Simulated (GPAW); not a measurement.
# WS2 in GPAW: notebook

Aim: see how the results for WS2 move with the level of theory and the settings. Levels: PBEsol, LDA. Tasks: band structure, dielectric tensor.

Program: GPAW 26.7.0. These are calculated values, not measurements. Logs are shortened: lines on timing, memory, paths and dates and some standing lists are left out, and cuts for length are marked. The log counts tension as positive stress, the text compression.

## (1) The slab as given

The cell holds a slab with vacuum, 3 atoms: a = 3.184 Å, b = 3.184 Å, c = 16.951 Å, α = 90.00°, β = 90.00°, γ = 120.00°.

## (2) Band structure, PBEsol

The input, run.py:

```python
from ase import Atoms
from ase.dft.bandgap import bandgap
from ase.io import write
from ase.units import GPa
from gpaw import GPAW, PW, setup_paths

setup_paths.insert(0, '.')

atoms = Atoms(['W', 'S', 'S'],
              cell=[[3.1835163552, 0.0, 0.0],
                    [-1.5917581776, 2.7570060369, 0.0],
                    [0.0, 0.0, 16.95057789]],
              scaled_positions=[[0.0, 0.0, 0.0],
                                [0.3333333333, 0.6666666667, 0.09200051],
                                [0.3333333333, 0.6666666667, 0.90799949]],
              pbc=True)

calc = GPAW(mode=PW(600),
            xc='PBEsol',
            kpts={'size': (10, 10, 2), 'gamma': True},
            occupations={'name': 'fermi-dirac', 'width': 0.05},
            nbands=25,
            convergence={'density': 1e-05, 'energy': 1e-05},
            maxiter=150,
            txt='gpaw.txt')
atoms.calc = calc
energy = atoms.get_potential_energy()
forces = atoms.get_forces()
stress = atoms.get_stress()
calc.write('gs.gpw')
write('result.traj', atoms)
print(f'Energy: {energy:.6f} eV')
print('Forces (eV/A):')
print(forces.round(4))
print('Stress (GPa):', (stress / GPa).round(3))
print('Fermi level:', round(calc.get_fermi_level(), 4), 'eV')
print(f'Gap: {bandgap(calc)[0]:.4f} eV, direct: {bandgap(calc, direct=True)[0]:.4f} eV')

path = atoms.cell.bandpath('GMKGALHA,LM,KH', npoints=80, eps=1e-4)
bs_calc = calc.fixed_density(kpts=path, symmetry='off', nbands=48,
                             convergence={'bands': 'CBM+6.0', 'eigenstates': 1e-6}, txt='bands.txt')
bs = bs_calc.band_structure()
bs.write('bs.json')
print(f'Gap on the path: {bandgap(bs_calc)[0]:.4f} eV')
```

Potentials or basis: PAW data sets generated in the run's folder for this functional, pw.

On the command line:

```console
$ gpaw-setup -f PBEsol S W
$ OMP_NUM_THREADS=1 python run.py
```

gpaw.txt:

```text
__  _  _
 | _ |_)|_||  |
 |__||  | ||/\| - 26.7.0

Input parameters:
  mode=PW(ecut=600.0),
  convergence={'density': 1e-05, 'energy': 1e-05},
  kpts=MonkhorstPack(size=(10, 10, 2), gamma=True),
  maxiter=150,
  nbands=25,
  occupations=Occupations(name='fermi-dirac', width=0.05),
  xc=XC(name='PBEsol')

Diagonalizing LCAO Hamiltonian
Converting LCAO to pw mode

         S

         S

       W

Atoms  # Å, Bohr magnetons
|   | symbol |         x |        y |         z |    initial magnetic moments |
|---|--------|-----------|----------|-----------|-----------------------------|
| 0 |      W |  0.000000 | 0.000000 |  0.000000 | ( 0.0000,  0.0000,  0.0000) |
| 1 |      S | -0.000000 | 1.838004 |  1.559462 | ( 0.0000,  0.0000,  0.0000) |
| 2 |      S | -0.000000 | 1.838004 | 15.391116 | ( 0.0000,  0.0000,  0.0000) |

Unit cell  # Å
| periodic |         x |        y |         z |   lengths |     angles |
|----------|-----------|----------|-----------|-----------|------------|
|      yes |  3.183516 | 0.000000 |  0.000000 |  3.183516 |  90.000000 |
|      yes | -1.591758 | 2.757006 |  0.000000 |  3.183516 |  90.000000 |
|      yes |  0.000000 | 0.000000 | 16.950578 | 16.950578 | 120.000000 |

Number of symmetries: 12
Symmetry operations  # r_c * U_cc + t_c -> r_c
|    | kind |            matrix            |
|----|------|------------------------------|
|  0 |  σ   |  1, 1, 0,  0,-1, 0,  0, 0, 1 |
|  1 |  C2  |  1, 1, 0,  0,-1, 0,  0, 0,-1 |
|  2 |  E   |  1, 0, 0,  0, 1, 0,  0, 0, 1 |
|  3 |  σ   |  1, 0, 0,  0, 1, 0,  0, 0,-1 |
|  4 |  C3  |  0, 1, 0, -1,-1, 0,  0, 0, 1 |
|  5 |  S3  |  0, 1, 0, -1,-1, 0,  0, 0,-1 |
|  6 |  σ   |  0,-1, 0, -1, 0, 0,  0, 0, 1 |
|  7 |  C2  |  0,-1, 0, -1, 0, 0,  0, 0,-1 |
|  8 |  σ   | -1, 0, 0,  1, 1, 0,  0, 0, 1 |
|  9 |  C2  | -1, 0, 0,  1, 1, 0,  0, 0,-1 |
| 10 |  C3  | -1,-1, 0,  1, 0, 0,  0, 0, 1 |
| 11 |  S3  | -1,-1, 0,  1, 0, 0,  0, 0,-1 |

BZ-sampling:
  Number of BZ points: 200
  Number of IBZ points: 28

  Monkhorst-Pack size: [10, 10, 2]
  Monkhorst-Pack shift: [0.05, 0.05, 0.25]

K-points  # in reciprocal-cell coordinates
|     |                                coordinates |     weight |
|-----|--------------------------------------------|------------|
|   0 | (  0.00000000,   0.00000000,   0.00000000) | 0.00500000 |
|   1 | (  0.00000000,   0.00000000,   0.50000000) | 0.00500000 |
|   2 | (  0.10000000,   0.00000000,   0.00000000) | 0.03000000 |
|   3 | (  0.10000000,   0.00000000,   0.50000000) | 0.03000000 |
|   4 | (  0.20000000,  -0.10000000,   0.00000000) | 0.03000000 |
|   5 | (  0.20000000,  -0.10000000,   0.50000000) | 0.03000000 |
|   6 | (  0.20000000,   0.00000000,   0.00000000) | 0.03000000 |
|   7 | (  0.20000000,   0.00000000,   0.50000000) | 0.03000000 |
|   8 | (  0.30000000,  -0.10000000,   0.00000000) | 0.06000000 |
|   9 | (  0.30000000,  -0.10000000,   0.50000000) | 0.06000000 |
| ... |                                            |            |
|  27 | (  0.50000000,   0.50000000,   0.50000000) | 0.01500000 |

Plane wave coefficients: 5005
Cutoff: 600.0 eV

Spin-components: 1 (collinear spins)
Bands:           25
Projectors:      16
Spin-degeneracy: 2
Datatype:        complex128

Parallelization:
  kpt:    1
  domain: 1
  band:   1

Density:
  Valence electrons: 26.0
  Components: 1
  Grid points: [18 18 96]
  Charge: 0.0  # |e|

Potential:
  Grid points: [18 18 96]

species:
  W:
    name:    Tungsten
    Z:       74.0
    valence: 14
    core:    60
    charge:  0.0  # [|e|]
    compensation charges:
      type: gauss
      rc: 0.40  # [Å]
      lmax: 2
    cutoffs:
      filter: 2.36  # [Å]
      core: 3.02  # [Å]
    projectors
    | kind |    occ | energy [eV] | rcut [Å] |
    |------|--------|-------------|----------|
    |   5s |  2.000 |     -78.864 |    1.344 |
    |   6s |  2.000 |      -5.730 |    1.344 |
    |   5p |  6.000 |     -43.252 |    1.355 |
    |   6p |  0.000 |      -1.338 |    1.355 |
    |   5d |  4.000 |      -4.526 |    1.228 |
    |    d |        |      22.686 |    1.228 |

    Using partial waves for W as LCAO basis

  S:
    name:    Sulfur
    Z:       16.0
    valence: 6
    core:    10
    charge:  0.0  # [|e|]
    compensation charges:
      type: gauss
      rc: 0.24  # [Å]
      lmax: 2
    cutoffs:
      filter: 1.77  # [Å]
      core: 1.66  # [Å]
    projectors
    | kind |    occ | energy [eV] | rcut [Å] |
    |------|--------|-------------|----------|
    |   3s |  2.000 |     -17.192 |    0.974 |
    |   3p |  4.000 |      -6.978 |    0.979 |
    |    s |        |      10.020 |    0.974 |
    |    p |        |      20.234 |    0.979 |
    |    d |        |       0.000 |    0.900 |

    Using partial waves for S as LCAO basis

Reference energy: -460323.169833  # eV

eigensolver:
  PPCG
  Converge bands: occupied
  niter=2

density mixing:
  MSR1-Mixer
  Pratt-step length: 0.05
  Maximum mixing coefficient: 0.75
  Old densities: 10
  SVD Regularization: 0.005
  Good broyden scale: 1.0
  Trust region scale: 1.0
  Backstep threshold: 4.0
  History deletion threshold: 6.0
  Fourier metric: weight=20.0, sigma=0.015

occupation numbers:
  Fermi-Dirac:
    width: 0.0500  # eV

poisson solver:
  ecut: 4800.0  # eV

xc functional:
  name: PBEsol with 2 nearest neighbor stencil

convergence criteria:
[... 6 lines left out ...]
|iter     | |      energy | eigst |  dens |
|---------|-|-------------|-------|-------|
|iter:   1| |  -24.171809 | +0.21 |       |
|iter:   2| |  -24.128059 | -1.51 | -1.18 |
|iter:   3| |  -23.886999 | -1.56 | -1.22 |
|iter:   4| |  -23.857737 | -2.01 | -1.59 |
|iter:   5| |  -23.825000 | -2.78 | -1.74 |
|iter:   6| |  -23.824645 | -3.69 | -2.16 |
|iter:   7| |  -23.824649 | -4.59 | -3.03 |
|iter:   8| |  -23.824650c| -5.38 | -3.70 |
|iter:   9| |  -23.824651c| -6.01 | -4.34 |
|iter:  10| |  -23.824651c| -6.58 | -5.09c|
|iter:  11| |  -23.824651c| -7.04 | -5.53c|
|iter:  12| |  -23.824651c| -7.50c| -6.33c|

Converged in 12 steps
Energy contributions relative to reference atoms: (reference = -460323.169833)

Energy contributions:
  Kinetic:          12.094358
  Coulomb:         -14.774856
  Zero:              0.150277
  External:          0.000000
  Xc:              -21.294430
  Entropy:          -0.000000
  Spinorbit:         0.000000
  ----------------------------
  Free energy:     -23.824651
  Extrapolated:    -23.824651

dipole moment: (-9.427871, -8.259399, -63.184491)  # |e|*Ang

Fermi level: 0.136
Eigenvalues  # (at kpt = [0.000, 0.000, 0.000])
| band index |      eig [eV] | occ [0-2] |
|------------|---------------|-----------|
|          0 |       -74.577 |     2.000 |
|        ... |               |           |
|          5 |       -13.892 |     2.000 |
|          6 |        -7.156 |     2.000 |
|          7 |        -3.711 |     2.000 |
|          8 |        -3.711 |     2.000 |
|          9 |        -2.870 |     2.000 |
|         10 |        -2.450 |     2.000 |
[... 8 lines left out ...]
|         19 |         4.812 |     0.000 |
|         20 |         5.975 |     0.000 |
|        ... |               |           |
|         24 |         9.620 |     0.000 |

Gap: 1.978 eV
Transition (v -> c):
  (s=0, k=1, n=12, [0.00, 0.00, 0.50]) -> (s=0, k=19, n=13, [0.40, 0.30, 0.50])
Direct/indirect transitions are different
Direct gap: 2.145 eV
Transition at: (s=0, k=18, n=12, [0.40, 0.30, 0.00])

Forces  # eV/Ang
|        x |       y |        z |
|----------|---------|----------|
| -0.00000 | 0.00000 |  0.00000 |  # W    0
| -0.00000 | 0.00000 | -0.12024 |  # S    1
| -0.00000 | 0.00000 |  0.12024 |  # S    2

Stress tensor  # eV/Ang^3
|        x |        y |        z |
|----------|----------|----------|
| 0.009020 | 0.000000 | 0.000000 |
| 0.000000 | 0.009020 | 0.000000 |
| 0.000000 | 0.000000 | 0.002708 |

# Writing to gs.gpw (mode='')
```

Run time: 7 min. Hardware: 1 thread of Intel Xeon at 2.50GHz (Skylake/Cascade Lake), shared host; peak memory 0.69 GiB.

What came out:

```
Free energy             : -23.8247 eV
Largest force           : 0.120 eV/Å
Band gap on the k mesh  : 1.98 eV, indirect (least direct gap 2.14 eV)
Band gap along the path : 1.77 eV, indirect (least direct gap 1.78 eV)
```

Forces on the atoms (eV/Å):
```
W    0.000  0.000  0.000
S    0.000  0.000 -0.120
S    0.000  0.000  0.120
```

Levels at the corners of the path, in eV from the valence-band top:
```tsv
point	band 9	band 10	band 11	band 12	band 13	band 14	band 15	band 16	band 17	band 18
Γ	-2.90	-2.05	-1.64	-1.64	0.00	2.89	2.89	3.10	3.10	5.00
M	-4.42	-3.43	-2.06	-1.27	-0.92	2.83	3.29	4.03	4.77	5.07
K	-4.52	-3.88	-3.23	-2.31	-0.01	1.77	3.37	4.07	5.55	6.66
Γ	-2.90	-2.05	-1.64	-1.64	0.00	2.89	2.89	3.10	3.10	5.00
A	-2.90	-2.05	-1.64	-1.64	0.00	2.89	2.89	3.10	3.10	5.03
L	-4.42	-3.43	-2.06	-1.27	-0.92	2.83	3.29	4.03	4.77	5.07
H	-4.52	-3.88	-3.23	-2.31	-0.01	1.77	3.37	4.07	5.55	6.66
A	-2.90	-2.05	-1.64	-1.64	0.00	2.89	2.89	3.10	3.10	5.03
L	-4.42	-3.43	-2.06	-1.27	-0.92	2.83	3.29	4.03	4.77	5.07
M	-4.42	-3.43	-2.06	-1.27	-0.92	2.83	3.29	4.03	4.77	5.07
K	-4.52	-3.88	-3.23	-2.31	-0.01	1.77	3.37	4.07	5.55	6.66
H	-4.52	-3.88	-3.23	-2.31	-0.01	1.77	3.37	4.07	5.55	6.66
```

Caveat: spin-orbit coupling is left out, which moves the levels of the heavy elements.

## (3) Band structure, PBEsol, spin-orbit coupling, no magnetisation

Edit run.py of step 2 so:

```diff
@@ -1 +1,2 @@
+import numpy as np
 from ase import Atoms
@@ -5,2 +6,3 @@
 from gpaw import GPAW, PW, setup_paths
+from gpaw.spinorbit import soc_eigenstates
 
@@ -44 +46,7 @@
 print(f'Gap on the path: {bandgap(bs_calc)[0]:.4f} eV')
+
+soc = soc_eigenstates(bs_calc, theta=90, phi=0)
+np.savetxt('soc_bands.dat', soc.eigenvalues(), fmt='%.4f')
+mesh = soc_eigenstates('gs.gpw', theta=90, phi=0)
+np.savetxt('soc_mesh.dat', mesh.eigenvalues(), fmt='%.4f')
+print('Fermi level with spin-orbit coupling:', round(mesh.fermi_level, 4), 'eV')
```

Potentials or basis: PAW data sets generated in the run's folder for this functional, pw.

On the command line:

```console
$ gpaw-setup -f PBEsol S W
$ OMP_NUM_THREADS=1 python run.py
```

It took 7 min on 1 thread of Intel Xeon at 2.50GHz (Skylake/Cascade Lake), shared host; peak memory 0.75 GiB.

It converged, with:

```
Free energy             : -23.8247 eV
Largest force           : 0.120 eV/Å
Band gap along the path : 1.50 eV, direct
```

Forces in eV/Å, atoms in the order of the input:
```
W    0.000  0.000  0.000
S    0.000  0.000 -0.120
S    0.000  0.000  0.120
```

Stress tensor (GPa, compression positive):
```
-1.45  0.00  0.00
 0.00 -1.45  0.00
 0.00  0.00 -0.43
```

Levels at the corners of the path, in eV from the valence-band top:
```
point  band 23  band 24  band 25  band 26  band 27  band 28  band 29  band 30
    Γ    -1.74    -1.74    -0.20    -0.20     2.59     2.59     2.65     2.65
    M    -1.52    -1.51    -1.02    -1.02     2.49     2.49     3.10     3.10
    K    -2.56    -2.49    -0.45     0.00     1.50     1.53     3.12     3.13
    Γ    -1.74    -1.74    -0.20    -0.20     2.59     2.59     2.65     2.65
    A    -1.74    -1.74    -0.20    -0.20     2.59     2.59     2.65     2.65
    L    -1.51    -1.51    -1.02    -1.02     2.49     2.49     3.10     3.10
    H    -2.56    -2.49    -0.45     0.00     1.50     1.53     3.12     3.13
    A    -1.74    -1.74    -0.20    -0.20     2.59     2.59     2.65     2.65
    L    -1.51    -1.51    -1.02    -1.02     2.49     2.49     3.10     3.10
    M    -1.52    -1.51    -1.02    -1.02     2.49     2.49     3.10     3.10
    K    -2.56    -2.49    -0.45     0.00     1.50     1.53     3.12     3.13
    H    -2.56    -2.49    -0.45     0.00     1.50     1.53     3.12     3.13
```

Caveat: spin-orbit coupling was added after a scalar SCF, so levels and gaps hold it while energy, forces, pressure and moments don't; this program's spin-orbit splittings come out too wide for heavy elements.

[end of part 1 of 2]
